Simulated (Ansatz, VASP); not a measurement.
**One calculation of WC, two programs**

```xyz
2
Lattice="0.0000 2.2215 2.2215 2.2215 0.0000 2.2215 2.2215 2.2215 0.0000" Properties=species:S:1:pos:R:3 pbc="T T T"
W     0.0000    0.0000    0.0000
C     2.2215    2.2215    2.2215
```

Change from the starting cell: volume scaled by 1.04.

Alike in both runs: task single point; functional PBEsol; k mesh 10 × 10 × 10; occupations fermi-dirac, width 0.05 eV; no spin polarisation.

|  | VASP | Ansatz |
| --- | --- | --- |
| version | VASP 6.6.1 | Ansatz 0.2.0 |
| potentials or method | VASP PAW PBE potentials, release 64 (W_sv, C) | Ansatz PAW |
| plane-wave cutoff (eV) | 520 | 420 |
| valence electrons in the cell | 18 | 18 |

VASP gave:

| Quantity | Value |
| --- | --- |
| gap on the k mesh at the Fermi level (eV) | none |
| pressure (GPa) | -21.8 |

What did Ansatz give for the same quantities?

gap on the k mesh at the Fermi level (eV): none; pressure (GPa): -22.6.

A gap of «none» marks a metal or a gap that the smearing closes. With one functional, cell and mesh, what is left measures potentials, basis and numerics.

Caveats: the PAW data sets were made with another functional, which shifts forces and pressure a little (VASP); the PAW data sets come from PBE, with cores solved anew for the run's functional, which leaves a small shift of forces and pressure (Ansatz). Spin-orbit coupling is left out, which matters for the levels of W.
